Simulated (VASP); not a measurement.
# PbTe: relaxation of the cell, by functional

PbTe, Fm-3m (no. 225), 2 atoms in the cell.

| Functional | Volume (A^3) | Pressure left (GPa) | Ionic steps | SCF steps in all | Time (s) |
|---|---|---|---|---|---|
| HCTH93 | 74.831 | 0.01 | 3 | 35 | 64 |
| EDF1 | 72.445 | 0.01 | 3 | 37 | 82 |
| PBEfe | 70.696 | 0.01 | 3 | 33 | 66 |
| N12 | 68.240 | 0.00 | 3 | 41 | 86 |
| Slater-PZ | 65.029 | -0.02 | 3 | 29 | 54 |

## Input of the first row

INCAR:
```
ALGO = Normal
EDIFF = 1E-7
EDIFFG = -0.01
ENCUT = 600
GGA = LIBXC
GGA_COMPAT = False
IBRION = 2
ISIF = 3
ISMEAR = 0
LASPH = True
LCHARG = False
LIBXC1 = GGA_XC_HCTH_93
LREAL = False
LWAVE = False
NELM = 100
NSW = 40
PREC = Accurate
SIGMA = 0.02
```

KPOINTS:
```
k-points
0
Gamma
  6 6 6
```

POSCAR:
```
TePb
1.0
    0.0000000000      3.2310000000      3.2310000000
    3.2310000000      0.0000000000      3.2310000000
    3.2310000000      3.2310000000      0.0000000000
Pb Te
1 1
Direct
    0.0000000000      0.0000000000      0.0000000000
    0.5000000000      0.5000000000      0.5000000000
```

Commands:
```
cat potpaw_PBE.64/Pb_d/POTCAR potpaw_PBE.64/Te/POTCAR > POTCAR
mpirun -np 1 vasp_std > vasp.out
```

Changes of the last row against the first:
```
- LIBXC1 = GGA_XC_HCTH_93
+ LIBXC1 = LDA_X
+ LIBXC2 = LDA_C_PZ
```

VASP 6.6.1 took 64 s on 1 core (Intel Xeon Platinum 8259CL @ 2.50GHz (Skylake/Cascade Lake)), a shared host.
